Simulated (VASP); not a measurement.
BaHfO₃ in VASP 6.6.1, single-point calculation

INCAR

```
LREAL = .FALSE.
EDIFF = 1E-7
SIGMA = 0.02
NSW = 0
ENCUT = 520
NBANDS = 27
LASPH = .TRUE.
ISMEAR = -1
GGA = PE
LWAVE = .FALSE.
NELM = 63
LCHARG = .FALSE.
PREC = Accurate
ISIF = 2
IBRION = -1
```

KPOINTS

```
KPOINTS created by Atomic Simulation Environment
0
Gamma
3 3 3
0 0 0
```

POSCAR

```
Ba Hf O
 1.0000000000000000
     7.9724300000000001    0.0000000000000000    0.0000000000000000
     0.0000000000000000    7.9724300000000001    0.0000000000000000
     0.0000000000000000    0.0000000000000000    7.9724300000000001
 Ba  Hf  O
   1   1   3
Cartesian
  0.0000000000000000  0.0000000000000000  0.0000000000000000
  3.9862150000000001  3.9862150000000001  3.9862150000000001
  3.9862150000000001  3.9862150000000001  0.0000000000000000
  3.9862150000000001  0.0000000000000000  3.9862150000000001
  0.0000000000000000  3.9862150000000001  3.9862150000000001
```

The recommended PBE PAW datasets give the neutral cell 38 valence electrons.

Command

```
mpirun -np 1 vasp_std
```

OSZICAR

```
N       E                     dE             d eps       ncg     rms          rms(c)
DAV:   1     0.261903230053E+03    0.26190E+03   -0.14703E+04   248   0.105E+03
DAV:   2     0.166601070380E+02   -0.24524E+03   -0.23675E+03   311   0.201E+02
DAV:   3    -0.361127236947E+02   -0.52773E+02   -0.52435E+02   263   0.931E+01
DAV:   4    -0.377260807546E+02   -0.16134E+01   -0.16111E+01   312   0.167E+01
DAV:   5    -0.377651328718E+02   -0.39052E-01   -0.39037E-01   336   0.229E+00    0.224E+01
DAV:   6    -0.477884919936E+02   -0.10023E+02   -0.40454E+02   362   0.374E+01    0.616E+01
DAV:   7    -0.173211243793E+02    0.30467E+02   -0.22998E+02   321   0.221E+01    0.825E+00
DAV:   8    -0.180413551617E+02   -0.72023E+00   -0.30397E+01   279   0.137E+01    0.115E+01
DAV:   9    -0.139822471536E+02    0.40591E+01   -0.30513E+01   317   0.871E+00    0.188E+01
DAV:  10    -0.135121790903E+02    0.47007E+00   -0.90693E+00   309   0.464E+00    0.467E+00
...
DAV:  35    -0.126067845170E+02    0.67470E-04   -0.67447E-05   349   0.158E-02    0.137E-01
DAV:  36    -0.126067016068E+02    0.82910E-04   -0.21327E-04   344   0.245E-02    0.334E-02
DAV:  37    -0.126067550798E+02   -0.53473E-04   -0.27083E-05   287   0.280E-02    0.343E-02
DAV:  38    -0.126067580825E+02   -0.30027E-05   -0.25251E-05   360   0.105E-02    0.580E-03
DAV:  39    -0.126067666789E+02   -0.85964E-05   -0.52314E-06   250   0.163E-02    0.421E-03
DAV:  40    -0.126067664345E+02    0.24436E-06   -0.96202E-07   320   0.373E-03    0.594E-03
DAV:  41    -0.126067658918E+02    0.54275E-06   -0.38837E-07   234   0.256E-03    0.111E-03
DAV:  42    -0.126067664767E+02   -0.58490E-06   -0.15838E-07   256   0.289E-03    0.848E-04
DAV:  43    -0.126067665567E+02   -0.79962E-07   -0.34605E-08   221   0.111E-03
   1 F= -.12606767E+02 E0= -.12576009E+02  d E =-.615160E-01
```

Standard output (part)

```
POSCAR found type information on POSCAR BaHfO
 POSCAR found :  3 types and       5 ions
 LDA part: xc-table for (Slater+PW92), standard interpolation
 POSCAR, INCAR and KPOINTS ok, starting setup
 WAVECAR not read
 entering main loop
```

From OUTCAR

```
k-points           NKPTS =      4   k-points in BZ     NKDIM =      4   number of bands    NBANDS=     27

   NELECT =      38.0000    total number of electrons

   dimension x,y,z NGX =    60 NGY =   60 NGZ =   60
   dimension x,y,z NGXF=   120 NGYF=  120 NGZF=  120

  energy-cutoff  :      520.00
  volume of cell :      506.72
      direct lattice vectors                 reciprocal lattice vectors
     7.972430000  0.000000000  0.000000000     0.125432271  0.000000000  0.000000000
     0.000000000  7.972430000  0.000000000     0.000000000  0.125432271  0.000000000
     0.000000000  0.000000000  7.972430000     0.000000000  0.000000000  0.125432271

 k-points in reciprocal lattice and weights: KPOINTS created by Atomic Simulation Env
   0.00000000  0.00000000  0.00000000       0.037
   0.33333333  0.00000000  0.00000000       0.222
   0.33333333  0.33333333  0.00000000       0.444
   0.33333333  0.33333333  0.33333333       0.296

 E-fermi :  -2.7839

 k-point     1 :       0.0000    0.0000    0.0000
  band No.  band energies     occupation
      1     -36.5008      2.00000
      2     -36.5008      2.00000
      3     -36.5008      2.00000
      4     -34.8576      2.00000
      5     -19.8535      2.00000
      6     -19.8535      2.00000
      7     -19.8535      2.00000
      8     -17.4599      2.00000
      9     -17.4576      2.00000
     10     -17.4576      2.00000
     11      -3.8299      2.00000
     12      -3.1052      2.00000
     13      -3.1052      2.00000
     14      -3.1052      2.00000
     15      -2.8333      1.84385
     16      -2.8333      1.84385
     17      -2.8333      1.84385
     18      -2.8148      1.64834
     19      -2.8148      1.64834
     20      -2.8148      1.64834
     21      -2.4863      0.00000
     22      -2.4863      0.00000
     23      -2.4863      0.00000
     24      -2.4588      0.00000
     25      -2.4588      0.00000
     26      -2.3990      0.00000
     27      -2.2860      0.00000

 k-point     2 :       0.3333    0.0000    0.0000
  band No.  band energies     occupation
      1     -36.5009      2.00000
      2     -36.5009      2.00000
      3     -36.5009      2.00000
      4     -34.8576      2.00000
      5     -19.8535      2.00000
      6     -19.8535      2.00000
      7     -19.8535      2.00000
      8     -17.4593      2.00000
      9     -17.4580      2.00000
     10     -17.4576      2.00000
     11      -3.9706      2.00000
     12      -3.1004      2.00000
     13      -3.1004      2.00000
     14      -3.0213      1.99999
     15      -2.9095      1.99625
     16      -2.8686      1.97145
     17      -2.8686      1.97145
     18      -2.8371      1.86869
     19      -2.8371      1.86869
     20      -2.8351      1.85645
     21      -2.4805      0.00000
     22      -2.4538      0.00000
     23      -2.4355      0.00000
     24      -2.4355      0.00000
     25      -2.3252      0.00000
     26      -2.2606      0.00000
     27      -2.2102      0.00000

 ...

  Total       -9.4001738     -9.4001738     -9.4001738     -0.0000000     -0.0000000      0.0000000
  in kB      -29.7217463    -29.7217463    -29.7217463     -0.0000000     -0.0000000      0.0000000
  external PRESSURE =     -29.7217463 kB  Pullay stress =       0.0000000 kB

 POSITION                                       TOTAL-FORCE (eV/Angst)
 -----------------------------------------------------------------------------------
      0.00000      0.00000      0.00000         0.000000      0.000000      0.000000
      3.98622      3.98622      3.98622         0.000000      0.000000      0.000000
      3.98622      3.98622      0.00000         0.000000      0.000000      0.000000
      3.98622      0.00000      3.98622         0.000000      0.000000      0.000000
      0.00000      3.98622      3.98622         0.000000      0.000000      0.000000
 -----------------------------------------------------------------------------------
    total drift:                                0.000000      0.000000     -0.000000

  FREE ENERGIE OF THE ION-ELECTRON SYSTEM (eV)
  ---------------------------------------------------
  free  energy   TOTEN  =       -12.6067665567 eV

  energy  without entropy=      -12.5452505574  energy(sigma->0) =      -12.57600856
```

It converged. Results: gap between bands v and c on the k mesh -0.04 eV (bands overlap: a metal); least direct gap on the k mesh 0.00 eV; pressure -3.0 GPa. Band v is the last that the valence electrons fill when counted band by band, and c is the next.

These settings aren't sound, so the numbers aren't properties of the crystal.

The fault: cell typed in bohr.

On sound settings PBE gives a gap of 3.52 eV on its mesh and a pressure of -1.9 GPa for the intended cell.

The run took about 2.7 min on one core of a shared host (Intel Xeon Platinum 8488C) and held 0.53 GiB at most.
